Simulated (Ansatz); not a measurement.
Input and output for diamond Si (100), 2 layers: DFT, PBEsol, PAW with Ansatz's default frozen-core files, scalar-relativistic (Ansatz 0.2.0).

The slab is cut from a bulk crystal relaxed on PAW files (its atoms may have been relaxed since).

Command: `ansatz run input.yaml --threads 1 --pin off --max-ram 3584MiB --backend cpu --events-out ev --progress --plain --runs-dir out` It took 4.1 s on 1 thread of Intel(R) Xeon(R) Platinum 8488C (Sapphire Rapids), with other jobs on the host, peak memory 0.42 GiB.

```yaml
crystal:
  lattice:
    - [3.8424174389, 0.0, 0.0]
    - [0.0, 3.8424174389, 0.0]
    - [0.0, 0.0, 17.3585]
  atoms:
    - { symbol: Si, position: [0.75, 0.0, 0.460869323] }
    - { symbol: Si, position: [0.25, 0.0, 0.539130677] }
kpoints:
  mp_grid: { grid: [7, 7, 1] }
scf:
  occupations: { method: fermi_dirac, width: 0.02 }
hamiltonian:
  xc: pbesol
  pseudopotentials: { kind: paw }
output:
  forces: true
  stress: true
  eigenvalues: true
  populations: true
efield:
  axis: 3
  amplitude: 0
  dipole_correction: true
```

Output:

```
Engine: ansatz 0.2.0
Pseudopotentials: kind: paw
Pseudopotential: Si, paw, valence charge 4, recommended cutoff 420 eV (normal), Si.paw.azcp
Functional definition: PBEsol
  exchange = pbesol_x
  correlation = pbesol_c
Crystal: 2 atoms, lattice volume = 256.284 Å³
Basis set: ecut = 420 eV, 5075 PW (Γ), exchange–correlation on 54×54×240 points (8 copies of the dense FFT grid, shifted against one another)
Bands: 8, of which v1, the nominal top of the filled ones, is band 4 counted from 1 (3 counted from 0)
Symmetry: 4 space group operations
k-points: 16 of 49
Non-local potential: Si, projectors of the file, l = 0: 2, l = 1: 2, l = 2: 2
PAW form: soft (Blöchl's): semilocal exchange-correlation on the pseudo side does not see the compensation charge
PAW frozen core: Si, regenerated for the run's functional, and the local potential with it (the file was generated under x = pbe(κ = 0.804, μ = 0.2195149727645171), c = pbe(β = 0.06672455060314922))
PAW one-centre angular grid: Si, 110 points (default); XC on 64 Gauss nodes
Initial density: superposition of atomic densities (neutral atoms: chi_scale 0, normalization atom), corrected by the library's trained network
Initial wavefunctions: pseudopotential atomic-orbital guess
Functional: x = pbesol(κ = 0.804, μ = 0.12345679012345678), c = pbesol(β = 0.046)
SCF iter   1: F=—  HF=-1239.706429 eV  |F-HF|=—  |Δ(HF+E_count)|=         —  Δρ=1.39e-3  dr2=9.91e-3  ethr=1.77e-3  p=0.000 e·Å  D=1.05e-14 V/Å  ΔV_dip=-0.00 eV  dr2_dipole=8.81e-9  V_vac-E_F(+/−)=4.83/4.83 eV  ⟨swp⟩=7.6  Hψ=1346  notcnv=0
efield: sawtooth ramp at fractional position 0.9500 (placed from the atoms, in the widest stretch of the axis that holds none; the zero of the levels goes with the place), width 0.1000; the density the first Hamiltonian is built on has a dipole p = 0.000 e·Å; the dipole correction subtracts the counter field D = 1.05e-14 V/Å, which shifts the + side's vacuum level by -0.00 eV against the − side's; the planar-averaged density in the ramp window peaks in size at 9.7e-6 e/Å³
preconditioner: auto → LDOS  [insulator: Δε(μ)=0.152 eV  Ē_g=6.978 eV  σ=0.020 eV  W_gap=0.84  n_scr=8 (ndim 8)  ℏωp=6.6 eV  f_vac=0.638  D(μ)=1.81/eV (n_scr^D=6)  ε∞_Penn≈1.9  β→1.0]
SCF iter   2: F=—  HF=-1239.707198 eV  |F-HF|=—  |Δ(HF+E_count)|=   7.68e-4  Δρ=3.08e-4  dr2=5.37e-4  ethr=1.24e-4  p=0.000 e·Å  D=7.86e-6 V/Å  ΔV_dip=-0.00 eV  dr2_dipole=8.28e-9  V_vac-E_F(+/−)=4.63/4.63 eV  ⟨swp⟩=3.2  Hψ=364  notcnv=0
SCF iter   3: F=—  HF=-1239.707502 eV  |F-HF|=—  |Δ(HF+E_count)|=   3.04e-4  Δρ=1.06e-4  dr2=3.75e-5  ethr=6.71e-6  p=-0.000 e·Å  D=-4.45e-6 V/Å  ΔV_dip=0.00 eV  dr2_dipole=1.78e-9  V_vac-E_F(+/−)=4.59/4.59 eV  ⟨swp⟩=2.1  Hψ=237  notcnv=0
SCF iter   4: F=—  HF=-1239.707502 eV  |F-HF|=—  |Δ(HF+E_count)|=   7.08e-7  Δρ=2.66e-5  dr2=6.37e-6  ethr=4.69e-7  p=0.000 e·Å  D=2.66e-6 V/Å  ΔV_dip=-0.00 eV  dr2_dipole=9.05e-10  V_vac-E_F(+/−)=4.58/4.58 eV  ⟨swp⟩=2.1  Hψ=228  notcnv=0
SCF iter   5: F=—  HF=-1239.707504 eV  |F-HF|=—  |Δ(HF+E_count)|=   1.29e-6  Δρ=5.77e-6  dr2=1.41e-7  ethr=7.97e-8  p=-0.000 e·Å  D=-1.32e-6 V/Å  ΔV_dip=0.00 eV  dr2_dipole=1.72e-10  V_vac-E_F(+/−)=4.58/4.58 eV  ⟨swp⟩=2.1  Hψ=206  notcnv=0
SCF iter   6: F=-1239.707504 eV  HF=-1239.707504 eV  |F-HF|=1.83e-8  |Δ(HF+E_count)|=   3.04e-7  Δρ=1.15e-6  dr2=6.25e-9  ethr=1.25e-9  p=0.000 e·Å  D=1.17e-6 V/Å  ΔV_dip=-0.00 eV  dr2_dipole=1.49e-10  V_vac-E_F(+/−)=4.58/4.58 eV  ⟨swp⟩=7.9  Hψ=764  notcnv=0
SCF 1 converged in 6 iterations: F = -1239.707504 eV  dr2 = 6.25e-9
  greatest PAW one-centre occupation: 0.703 electrons in one spin orbital (limit 2), on the Si atom at site 1 (counted from 0), in its partial waves of l = 0
SCF converged after 6 iterations
Free energy (F): -1239.707504 eV
Harris-Foulkes:  -1239.707504 eV  (|F-HF|=1.83e-8)
Internal energy: -1239.704954 eV  (E = F + TS)
E sigma→0 (E₀):  -1239.706229 eV
Entropy (-TS):   -0.002551 eV (-1.275 meV/atom)
Fermi energy:    -2.885387 eV
Dipole field:    D = -0.000013 V/Å  (p = -0.000019 e·Å, saw-weighted, corrected)
Work function:   Φ+ = 4.5784 eV   Φ− = 4.5781 eV
Levels:          The Fermi level and band energies are counted from a zero that moves with the ramp; work functions are not
--- Per-component energies (eV) ---
  E_band       = -55.070276
  E_kinetic    = 71.577243
  E_local      = -846.575061  (includes V_loc(G=0)·N_el)
  E_nonlocal   = 52.203962
  E_hartree    = 379.106024
  E_xc         = -104.462470
  E_vxc        = -86.961557  (∫ρ·V_xc dr)
  E_paw        = -996.419904  (= ΣΔE_a)
  E_vpaw       = -3.525587  (= ΣTr[D̂ρ^β])
  E_aug_tail   = 0.000014  (compensation charges beyond the density's cutoff)
  E_efield     = 0.000000  (sawtooth field / dipole correction)
  E_vefield    = 0.000000  (∫n·V_field dr)
  E_ewald      = 204.802117
  E_core_change = 0.063121  (= ΣΔE_core)
  E_smearing   = -0.002551  (= −TS)
  E_closure    = -0.000000  (closes the sum)
  Σ components = -1239.707504   (vs F -1239.707504, Δ=0.00e0)
--- Forces (eV/Å), atoms counted from 1 ---
  atom   1  Si     0.00000000     0.00000000     1.18818902
  atom   2  Si    -0.00000000     0.00000000    -1.18817764
  max |Σ_I F_I| component: 1.14e-5 eV/Å
--- Stress (GPa, compression-positive) ---
       -1.216356       0.000000      -0.000000
        0.000000      -1.361517       0.000000
       -0.000000       0.000000      -1.009119
  P = ⅓ Tr σ = -1.1957 GPa (-11.957 kbar)
--- Band table (eV; the first three rows and the last of 16) ---
  k-point 0: bands = ["-12.3900", "-6.9156", "-4.0423", "-2.4309", "-2.3875", "-0.7982", "1.4768", "1.5644"]
  k-point 1: bands = ["-12.2953", "-6.7973", "-3.9837", "-3.3641", "-2.2297", "-0.6843", "1.0277", "1.7445"]
  k-point 2: bands = ["-12.0603", "-6.4932", "-4.7143", "-3.8447", "-1.9504", "-0.4430", "-0.2737", "2.2972"]
  k-point 15: bands = ["-10.1634", "-8.9142", "-4.0074", "-3.9722", "-3.0537", "-2.8411", "1.9642", "2.0220"]
--- Löwdin populations: 2 sites ---
  site symbol       q [e]
     0     Si      3.9551
     1     Si      3.9552
  spilling = 0.011212 (of n_electrons = 8.000000)
```

populations.tsv:

```
# site	symbol	l	j	q
# orbitals = lowdin
# n_electrons = 8.000000
# spilling = 0.011212
0	Si	0_3S	-	1.542280
0	Si	1_3P	-	2.412864
1	Si	0_3S	-	1.542281
1	Si	1_3P	-	2.412877
```

Next run (atoms relaxed), as changes to the input before:

```diff
   eigenvalues: true
-  populations: true
+  write_density: true
+  write_potential: true
+  elf: true
+  volumetric_format: npy
+relax:
+  f_tol: 0.01
+  max_steps: 40
 efield:
```

Results part of the output:

```
Warning: output.stress: scf.convergence.dr2_threshold = 1e-7 eV (the SCF's general default) is looser than the 2e-10 eV advised for a printed stress (1e-10 eV for each atom of the cell: 2). What an SCF threshold leaves in a stress goes as its square root, and in the free energy as the threshold itself, and one threshold admits the most on a small cell: of the crystals measured, under no hybrid fun
SCF converged after 2 iterations
Free energy (F): -1239.808151 eV
Harris-Foulkes:  -1239.808151 eV  (|F-HF|=2.68e-9)
Internal energy: -1239.802132 eV  (E = F + TS)
E sigma→0 (E₀):  -1239.805141 eV
Entropy (-TS):   -0.006018 eV (-3.009 meV/atom)
Fermi energy:    -2.995433 eV
Dipole field:    D = -0.000000 V/Å  (p = -0.000000 e·Å, saw-weighted, corrected)
Work function:   Φ+ = 4.6956 eV   Φ− = 4.6956 eV
Levels:          The Fermi level and band energies are counted from a zero that moves with the ramp; work functions are not
--- Per-component energies (eV) ---
  E_band       = -57.204002
  E_kinetic    = 73.316610
  E_local      = -871.708910  (includes V_loc(G=0)·N_el)
  E_nonlocal   = 52.730923
  E_hartree    = 390.106823
  E_xc         = -105.176302
  E_vxc        = -87.907616  (∫ρ·V_xc dr)
  E_paw        = -996.772974  (= ΣΔE_a)
  E_vpaw       = -3.847548  (= ΣTr[D̂ρ^β])
  E_aug_tail   = 0.000014  (compensation charges beyond the density's cutoff)
  E_efield     = 0.000000  (sawtooth field / dipole correction)
  E_vefield    = 0.000000  (∫n·V_field dr)
  E_ewald      = 217.638563
  E_core_change = 0.063121  (= ΣΔE_core)
  E_smearing   = -0.006018  (= −TS)
  E_closure    = 0.000000  (closes the sum)
  Σ components = -1239.808151   (vs F -1239.808151, Δ=0.00e0)
--- Forces (eV/Å), atoms counted from 1 ---
  atom   1  Si     0.00000000     0.00000000     0.00273692
  atom   2  Si    -0.00000000     0.00000000    -0.00273685
  max |Σ_I F_I| component: 7.48e-8 eV/Å
--- Stress (GPa, compression-positive) ---
       -0.231023       0.000000      -0.000000
        0.000000      -1.432638       0.000000
       -0.000000       0.000000      -0.001993
  P = ⅓ Tr σ = -0.5552 GPa (-5.552 kbar)
--- Band table (eV; the first three rows and the last of 16) ---
  k-point 0: bands = ["-12.8467", "-6.6711", "-4.7783", "-2.7444", "-2.1188", "-1.2636", "1.4944", "1.5689"]
  k-point 1: bands = ["-12.7568", "-6.5546", "-4.7254", "-3.6688", "-1.9168", "-1.1558", "1.2950", "1.7939"]
  k-point 2: bands = ["-12.5354", "-6.2560", "-4.9951", "-4.6004", "-1.6040", "-0.8864", "-0.0081", "2.3370"]
  k-point 15: bands = ["-10.6357", "-9.3597", "-4.1879", "-3.9878", "-2.9854", "-2.9647", "2.1096", "2.3786"]
--- Relaxed structure (5 steps of the walk, 5 accepted, 0 SCFs on fresh bases) ---
  F+E_penalty+E_count = -1239.80815059 eV   max|allowed force component| = 2.737e-3 eV/Å
  atoms:
    - { symbol: Si, position: [0.7499999999999999, 0.0, 0.466226790051548] }
    - { symbol: Si, position: [0.24999999999999997, 0.0, 0.533773209948452] }
```

Next run (field of 0.5 V/Å along the normal), as changes to the input before:

```diff
   atoms:
-    - { symbol: Si, position: [0.75, 0.0, 0.460869323] }
-    - { symbol: Si, position: [0.25, 0.0, 0.539130677] }
+    - { symbol: Si, position: [0.75, 0.0, 0.4662267901] }
+    - { symbol: Si, position: [0.25, 0.0, 0.5337732099] }
 kpoints:
   eigenvalues: true
-  write_density: true
-  write_potential: true
-  elf: true
-  volumetric_format: npy
-relax:
-  f_tol: 0.01
-  max_steps: 40
 efield:
   axis: 3
-  amplitude: 0
+  amplitude: 0.5
   dipole_correction: true
```

Command: `ansatz run input.yaml --threads 1 --pin off --max-ram 3584MiB --backend cpu --events-out ev --progress --plain --runs-dir out` It took 4.8 s on 1 thread of Intel(R) Xeon(R) Platinum 8488C (Sapphire Rapids), on a shared host, peak memory 0.4 GiB.

Results part of the output:

```
SCF 1 converged in 9 iterations: F = -1239.845434 eV  dr2 = 6.61e-8
  greatest PAW one-centre occupation: 0.697 electrons in one spin orbital (limit 2), on the Si atom at site 1 (counted from 0), in its partial waves of l = 0
SCF converged after 9 iterations
Free energy (F): -1239.845434 eV
Harris-Foulkes:  -1239.845434 eV  (|F-HF|=6.16e-9)
Internal energy: -1239.839454 eV  (E = F + TS)
E sigma→0 (E₀):  -1239.842444 eV
Entropy (-TS):   -0.005980 eV (-2.990 meV/atom)
Fermi energy:    -3.009369 eV
Dipole field:    D = 0.105495 V/Å  (p = 0.149414 e·Å, saw-weighted, corrected)
Work function:   not extracted (applied field tilts the vacuum); planar V_es + V_field profile in the machine report
Levels:          The Fermi level and band energies are counted from a zero that moves with the ramp; work functions are not
--- Per-component energies (eV) ---
  E_band       = -57.321960
  E_kinetic    = 73.299842
  E_local      = -871.572936  (includes V_loc(G=0)·N_el)
  E_nonlocal   = 52.721550
  E_hartree    = 390.014669
  E_xc         = -105.165404
  E_vxc        = -87.894018  (∫ρ·V_xc dr)
  E_paw        = -996.772047  (= ΣΔE_a)
  E_vpaw       = -3.847012  (= ΣTr[D̂ρ^β])
  E_aug_tail   = 0.000014  (compensation charges beyond the density's cutoff)
  E_efield     = -0.066826  (sawtooth field / dipole correction)
  E_vefield    = -0.058945  (∫n·V_field dr)
  E_ewald      = 217.638563
  E_core_change = 0.063121  (= ΣΔE_core)
  E_smearing   = -0.005980  (= −TS)
  E_closure    = 0.000000  (closes the sum)
  Σ components = -1239.845434   (vs F -1239.845434, Δ=0.00e0)
--- Forces (eV/Å), atoms counted from 1 ---
  atom   1  Si    -0.00000000     0.00000000    -0.00500296
  atom   2  Si     0.00000000     0.00000000     0.00488777
  max |Σ_I F_I| component: 1.15e-4 eV/Å
--- Stress (GPa, compression-positive) ---
       -0.211549       0.000000      -0.000000
        0.000000      -1.414358       0.000000
       -0.000000       0.000000       0.003647
  P = ⅓ Tr σ = -0.5408 GPa (-5.408 kbar)
--- Band table (eV; the first three rows and the last of 16) ---
  k-point 0: bands = ["-12.8613", "-6.6867", "-4.7931", "-2.7587", "-2.1542", "-1.2777", "0.0559", "1.6301"]
  k-point 1: bands = ["-12.7714", "-6.5701", "-4.7402", "-3.6832", "-1.9511", "-1.1697", "0.2520", "1.3363"]
  k-point 2: bands = ["-12.5500", "-6.2713", "-5.0091", "-4.6153", "-1.6327", "-0.9003", "-0.0350", "0.8794"]
  k-point 15: bands = ["-10.6503", "-9.3744", "-4.2023", "-4.0030", "-2.9994", "-2.9779", "2.0608", "2.3373"]
```

Next run (no images along the normal), as changes to the input before:

```diff
+  periodic: [true, true, false]
 kpoints:
   eigenvalues: true
-efield:
-  axis: 3
-  amplitude: 0.5
-  dipole_correction: true
```

Command: `ansatz run input.yaml --threads 1 --pin off --max-ram 3584MiB --backend cpu --events-out ev --progress --plain --runs-dir out` It took 4.1 s on 1 thread of Intel(R) Xeon(R) Platinum 8488C (Sapphire Rapids) (shared host), peak memory 0.5 GiB.

Results part of the output:

```
Warning: crystal.periodic: the lattice vector that does not repeat stood 0.000° off the slab's normal, 17.358 Å along it as the deck builds it. The run solves the slab on a vector along the normal, 26.145 Å long, with every atom where it was (on the deck's vector they left 16.19 Å outside them, and the widest stretch free of ions among them is 1.17 Å). A fractional position that the run reports is
SCF 1 converged in 6 iterations: F = -1239.808152 eV  dr2 = 3.40e-8
  greatest PAW one-centre occupation: 0.696 electrons in one spin orbital (limit 2), on the Si atom at site 1 (counted from 0), in its partial waves of l = 0
SCF converged after 6 iterations
Free energy (F): -1239.808152 eV
Harris-Foulkes:  -1239.808152 eV  (|F-HF|=1.57e-7)
Internal energy: -1239.802133 eV  (E = F + TS)
E sigma→0 (E₀):  -1239.805143 eV
Entropy (-TS):   -0.006019 eV (-3.010 meV/atom)
Fermi energy:    -4.695216 eV
--- Per-component energies (eV) ---
  E_band       = -70.802154
  E_kinetic    = 73.316302
  E_local      = -2271.409159  (includes V_loc(G=0)·N_el)
  E_nonlocal   = 52.730547
  E_hartree    = 1083.155745
  E_xc         = -105.176145
  E_vxc        = -87.907432  (∫ρ·V_xc dr)
  E_paw        = -996.772943  (= ΣΔE_a)
  E_vpaw       = -3.847514  (= ΣTr[D̂ρ^β])
  E_aug_tail   = 0.000014  (compensation charges beyond the density's cutoff)
  E_ewald      = 924.290384
  E_core_change = 0.063121  (= ΣΔE_core)
  E_smearing   = -0.006019  (= −TS)
  E_closure    = -0.000000  (closes the sum)
  Σ components = -1239.808152   (vs F -1239.808152, Δ=0.00e0)
--- Forces (eV/Å), atoms counted from 1 ---
  atom   1  Si    -0.00000000     0.00000000     0.00271224
  atom   2  Si    -0.00000000     0.00000000    -0.00271224
  max |Σ_I F_I| component: 2.71e-25 eV/Å
--- 2D stress c σ (N/m, compression-positive) ---
       -0.400892       0.000000       0.000000
        0.000000      -2.486892       0.000000
        0.000000       0.000000       0.000000
  P = ½ c Tr σ = -1.4439 N/m
--- Band table (eV; the first three rows and the last of 16) ---
  k-point 0: bands = ["-14.5465", "-8.3709", "-6.4780", "-4.4442", "-3.8186", "-2.9633", "-0.2719", "-0.0564"]
  k-point 1: bands = ["-14.4566", "-8.2544", "-6.4251", "-5.3686", "-3.6166", "-2.8556", "-0.4114", "0.0566"]
  k-point 2: bands = ["-14.2351", "-7.9558", "-6.6949", "-6.3002", "-3.3038", "-2.5861", "-1.7079", "0.5710"]
  k-point 15: bands = ["-12.3354", "-11.0595", "-5.8877", "-5.6876", "-4.6852", "-4.6645", "0.4098", "0.6788"]
```

The PAW files were made under PBE. Real surfaces of this kind reconstruct, which a 1×1 cell forbids.
